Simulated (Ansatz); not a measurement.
**Si2W: one contact scaled**

Aim: change the length of one contact in Si2W (Si1–Si2) by moving its two atoms, all else held, and follow energy and force. The runs shown use PAW. Its runs: shortest bond scaled by 1 (PAW); shortest bond scaled by 1.1 (PAW); shortest bond scaled by 0.88 (PAW); shortest bond scaled by 0.7 (PAW); shortest bond scaled by 0.58 (PAW and PAW (cutoff 1000 eV)).

Computed with Ansatz 0.2.0 (DFT, PBEsol, PAW with Ansatz's default frozen-core files, scalar-relativistic, unless a step's input says otherwise).

## (1) The structure to begin with

The structure is tetragonal, space group I4/mmm (No. 139). The conventional cell has a = 3.214 Å, b = 3.214 Å, c = 7.830 Å, α = 90.00°, β = 90.00°, γ = 90.00°. Si (site symmetry 4mm) is surrounded by 5 Si at 2.59 to 2.63 Å and 5 W at 2.62 Å. Around W (site symmetry 4/mmm) lie 10 Si at 2.62 Å.

Coordinates:

```
Si W
1.0
    -1.60690    1.60690    3.91495
     1.60690   -1.60690    3.91495
     1.60690    1.60690   -3.91495
Si W
2 1
Cartesian
  0.0000 0.0000 2.6207
  0.0000 0.0000 5.2092
  0.0000 0.0000 0.0000
```

Atoms are numbered in the order of the input: Si1, Si2, W3.

## (2) Shortest bond scaled by 1, PAW

The input, input.yaml:

```yaml
crystal:
  lattice:
    - [-1.6069, 1.6069, 3.91495]
    - [1.6069, -1.6069, 3.91495]
    - [1.6069, 1.6069, -3.91495]
  atoms:
    - { symbol: Si, position: [0.3347, 0.3347, 0.0] }
    - { symbol: Si, position: [0.6653, 0.6653, 0.0] }
    - { symbol: W, position: [0.0, 0.0, 0.0] }
kpoints:
  mp_grid: { grid: [13, 13, 13] }
scf:
  occupations: { method: fermi_dirac, width: 0.05 }
hamiltonian:
  xc: pbesol
  pseudopotentials: { kind: paw }
output:
  forces: true
  stress: true
  eigenvalues: true
  efg: { contact_densities: true }
  populations: true
  write_density: true
  write_potential: true
  elf: true
  volumetric_format: npy
```

On the command line:

```sh
$ ansatz run input.yaml --threads 1 --pin off --max-ram 3072MiB --backend cpu --events-out ev --progress --plain --runs-dir out
```

## (3) Shortest bond scaled by 1.1, PAW

input.yaml: that of step 2 with these lines changed.

```diff
@@ -6,4 +6,4 @@
   atoms:
-    - { symbol: Si, position: [0.3347, 0.3347, 0.0] }
-    - { symbol: Si, position: [0.6653, 0.6653, 0.0] }
+    - { symbol: Si, position: [0.31817, 0.31817, 0.0] }
+    - { symbol: Si, position: [0.68183, 0.68183, 0.0] }
     - { symbol: W, position: [0.0, 0.0, 0.0] }
@@ -22,5 +22 @@
   populations: true
-  write_density: true
-  write_potential: true
-  elf: true
-  volumetric_format: npy
```

## (4) Shortest bond scaled by 0.88, PAW

input.yaml: that of step 3 with these lines changed.

```diff
@@ -6,4 +6,4 @@
   atoms:
-    - { symbol: Si, position: [0.31817, 0.31817, 0.0] }
-    - { symbol: Si, position: [0.68183, 0.68183, 0.0] }
+    - { symbol: Si, position: [0.354536, 0.354536, 0.0] }
+    - { symbol: Si, position: [0.645464, 0.645464, 0.0] }
     - { symbol: W, position: [0.0, 0.0, 0.0] }
```

## (5) Shortest bond scaled by 0.7, PAW

input.yaml: that of step 4 with these lines changed.

```diff
@@ -6,4 +6,4 @@
   atoms:
-    - { symbol: Si, position: [0.354536, 0.354536, 0.0] }
-    - { symbol: Si, position: [0.645464, 0.645464, 0.0] }
+    - { symbol: Si, position: [0.38429, 0.38429, 0.0] }
+    - { symbol: Si, position: [0.61571, 0.61571, 0.0] }
     - { symbol: W, position: [0.0, 0.0, 0.0] }
```

## (6) Shortest bond scaled by 0.58, PAW

input.yaml: that of step 5 with these lines changed.

```diff
@@ -6,4 +6,4 @@
   atoms:
-    - { symbol: Si, position: [0.38429, 0.38429, 0.0] }
-    - { symbol: Si, position: [0.61571, 0.61571, 0.0] }
+    - { symbol: Si, position: [0.404126, 0.404126, 0.0] }
+    - { symbol: Si, position: [0.595874, 0.595874, 0.0] }
     - { symbol: W, position: [0.0, 0.0, 0.0] }
```

## (7) Shortest bond scaled by 0.58, PAW (cutoff 1000 eV)

input.yaml: that of step 6 with these lines changed.

```diff
@@ -20,3 +20,3 @@
   eigenvalues: true
-  efg: { contact_densities: true }
-  populations: true
+basis:
+  ecutwfc: 1000
```

(Steps that only read results are left out.)

What does the calculation give?

**Answer**, as computed:

| quantity | value |
| --- | --- |
| force along the bond, positive apart, at 1.501 Å (PAW) | 46.11 eV/Å |
| force along the bond, positive apart, at 1.501 Å (PAW (cutoff 1000 eV)) | 46.11 eV/Å |
| length at zero force (straight line) | 2.59 Å |

In words: At 1.50 Å the force along the bond is 46.11 eV/Å by PAW, and the energy stands 14.45 eV over the given length. A straight line between 2.59 and 2.85 Å puts zero force near 2.59 Å, a rough figure over so wide a step. Spin-orbit coupling is left out, though the cell holds W; in elements this heavy it can shift bands and gaps by tenths of an eV.
